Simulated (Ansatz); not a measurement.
Gas-phase electronic energies from Ansatz, PBE0-D4/def2-TZVP geometries. CBS: MP2 limit from def2 TZ/QZ plus the TZ coupled-cluster correction, frozen cores. DFT in def2-TZVPP. B3LYP here is the variant with VWN-RPA as its local correlation; programs differ in this. One conformer a species, not always the lowest.

`[SiH3]SS[SiH3]` + `N=C(N)O` → `N/C(O)=N\[SiH3]` + `[SiH3]SS`  (ligand exchange at the Si–S bond)

`[SiH3]SS[SiH3]`:

Z-matrix (Å, degrees):
```
Si
S 1 2.143
H 1 1.483 2 110.1
H 1 1.483 2 110.1 3 -121.3
H 1 1.486 2 105.7 3 119.3
S 2 2.082 1 96.5 3 60.8
Si 6 2.143 2 96.5 1 96.3
H 7 1.483 6 110.1 2 60.9
H 7 1.483 6 110.1 2 -60.4
H 7 1.486 6 105.7 2 -179.8
```

`N=C(N)O`:

```xyz
8

N    -0.773   -1.106    0.253
C    -0.037   -0.088    0.080
N    -0.514    1.072   -0.454
O     1.274    0.064    0.401
H    -0.291   -1.863    0.725
H    -1.408    0.993   -0.904
H     0.155    1.690   -0.876
H     1.594   -0.762    0.775
```

`N/C(O)=N\[SiH3]`:

```xyz
11

N    -0.395   -0.583    1.453
C     0.665   -0.219    0.691
O     1.812   -0.377    1.380
N     0.678    0.193   -0.508
Si   -0.619    0.475   -1.579
H    -1.316   -0.355    1.124
H    -0.259   -0.714    2.439
H     2.512   -0.124    0.766
H    -1.963    0.413   -0.911
H    -0.489    1.825   -2.184
H    -0.626   -0.534   -2.671
```

`[SiH3]SS`:

Cartesian coordinates in Å:
```
Si 0.823 -0.308 0.501
S -0.035 1.444 -0.389
S -1.427 0.476 -1.568
H 1.362 -1.205 -0.549
H -0.202 -1.026 1.298
H 1.915 0.175 1.386
H -2.436 0.443 -0.678
```

| level | ΔE (kcal/mol) | difference from CCSD(T)/CBS |
| --- | --- | --- |
| PBE-D4 | -0.2 | 0.7 |
| r2SCAN-D4 | -1.8 | -0.9 |
| PBE0-D4 | -0.8 | 0.1 |
| B3LYP-D4 | -2.1 | -1.2 |
| ωB97X-V | -2.1 | -1.2 |
| ωB97M-V | -1.9 | -1.0 |
| B2PLYP | -2.6 | -1.7 |
| PBE | -0.8 | 0.1 |
| r2SCAN | -1.9 | -1.0 |
| PBE0 | -1.3 | -0.4 |
| B3LYP | -3.2 | -2.3 |
| HF/def2-TZVPP | -4.8 | -3.9 |
| MP2/def2-TZVPP | -1.4 | -0.5 |
| SCS-MP2/def2-TZVPP | -2.0 | -1.1 |
| CCSD/def2-TZVPP | -2.2 | -1.3 |
| CCSD(T)/def2-TZVPP | -1.6 | -0.7 |
| HF/def2-QZVPP | -5.0 | -4.1 |
| MP2/def2-QZVPP | -1.1 | -0.2 |
| SCS-MP2/def2-QZVPP | -1.7 | -0.8 |
| HF/CBS(def2) | -5.0 | -4.1 |
| MP2/CBS(def2) | -0.7 | 0.2 |
| CCSD/CBS(def2) | -1.5 | -0.6 |
| CCSD(T)/CBS | -0.9 | 0 |

Largest T1 diagnostic among the species: 0.013.

The D4 term adds +1.1 kcal/mol with B3LYP and +0.6 kcal/mol with PBE0; it sums over pairs of atoms, weighted by their polarisabilities, and B3LYP, whose exchange is more repulsive, gets the larger term. In def2-TZVPP, CCSD(T) changes the Hartree–Fock value by +3.2 kcal/mol (the triples alone add +0.6 kcal/mol) and MP2 by +3.4 kcal/mol.

CCSD(T)/CBS has its own doubt, a few kJ/mol and more with outer-core shells, so smaller differences from it don't rank the levels.
